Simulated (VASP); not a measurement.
Wanted: the native input for a VASP 6.6.1 run.

```
Task                   : single point
Functional             : PBEsol
Potentials or basis    : VASP PAW PBE potentials, release 64 (Pb_d, S)
Cutoff                 : 520 eV
k mesh                 : 5 × 5 × 5
Occupations            : gaussian, width 0.01 eV
Spin                   : no spin polarisation
Dipole correction      : no
Further INCAR settings : ALGO = Fast; EDIFF = 1e-07; NBANDS = 28
```

The structure of PbS lies in POSCAR:

```
PbS
1.0
    2.1073236274     -6.0701387548      0.0000000000
    2.1073236274      6.0701387548      0.0000000000
    0.0000000000      0.0000000000      4.3356342523
Pb S
2 2
Direct
    0.8694366500      0.1305633500      0.7500000000
    0.1305633500      0.8694366500      0.2500000000
    0.6452029100      0.3547970900      0.7500000000
    0.3547970900      0.6452029100      0.2500000000
```

Measurements of this composition are mostly on another form, of space group No. 225.

The input as run:

INCAR

```
ALGO     = Fast           # electronic algorithm
EDIFF    = 1E-7           # SCF threshold, eV
ENCUT    = 520            # plane-wave cutoff, eV
GGA      = PS             # functional
ISIF     = 2              # what is computed and relaxed
ISMEAR   = 0              # smearing method
LASPH    = T              # aspherical terms in the spheres
LCHARG   = F              # write CHGCAR
LREAL    = F              # projectors in reciprocal space
LWAVE    = F              # write WAVECAR
NBANDS   = 28             # bands
NELM     = 100            # most SCF steps
PREC     = Accurate       # precision mode
SIGMA    = 0.01           # smearing width, eV
```

KPOINTS

```
k-points
0
Gamma
  5 5 5
```

Potentials or basis: VASP PAW PBE potentials, release 64 (Pb_d, S).

Command:

```sh
$ cat potpaw_PBE.64/Pb_d/POTCAR potpaw_PBE.64/S/POTCAR > POTCAR
$ mpirun -np 1 vasp_std > vasp.out
```

It gave:

```
Pressure               : -3.7 GPa
Largest force          : 0.261 eV/Å
Band gap on the k mesh : 1.16 eV, indirect (least direct gap 1.21 eV)
```

Caveat: the PAW data sets were made with another functional, which shifts forces and pressure a little; spin-orbit coupling is left out, which as a rule narrows the gap of such compounds by several tenths of an eV; an odd mesh through Γ misses points on the zone boundary, where band edges often lie.

Run time: 80 s on 1 thread of AMD EPYC 9R45 (Zen 5) (shared host), peak memory 0.25 GiB.
